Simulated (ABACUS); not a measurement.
The system is InAs.

```xyz
2
Lattice="0.0000 3.0180 3.0180 3.0180 0.0000 3.0180 3.0180 3.0180 0.0000" Properties=species:S:1:pos:R:3 pbc="T T T"
In    0.0000    0.0000    0.0000
As    4.5270    4.5270    4.5270
```

| Item | Value |
| --- | --- |
| Program | ABACUS 3.10.1 |
| Task | relaxation of cell and atoms |
| Functional | PBEsol |
| Potentials or basis | SSSP 1.3 efficiency PBE |
| Cutoff | 748 eV |
| Density cutoff | 5987 eV |
| Basis | plane waves |
| k mesh | 6 × 6 × 6 |
| Occupations | fermi-dirac, width 0.05 eV |
| Spin | no spin polarisation |

At the start: pressure 1.9 GPa; volume 27.49 Å³/atom.

Task: How do energy, volume and symmetry change on relaxing?

Result: Over 3 steps the energy falls by 5.0 meV/atom and the volume is 28.36 Å³/atom (+3.2 %); space group F-43m (No. 216, to 0.05 Å).

The path:
| step | energy change (eV) | largest force (eV/Å) | pressure (GPa) | volume (Å³) |
| --- | --- | --- | --- | --- |
| 1 | 0.0000 | 0.0000 | 1.87 | 54.98 |
| 2 | -0.0073 | 0.0000 | -0.87 | 57.67 |
| 3 | -0.0099 | 0.0000 | 0.00 | 56.73 |

Final structure:
```yaml
crystal:
  lattice:
    - [0.00000, 3.04967, 3.04967]
    - [3.04967, 0.00000, 3.04967]
    - [3.04967, 3.04967, 0.00000]
  atoms:
    - { symbol: In, position: [0.00000, 0.00000, 0.00000] }
    - { symbol: As, position: [0.75000, 0.75000, 0.75000] }
```

Caveat: the potentials were made for another functional, which shifts forces and pressure.
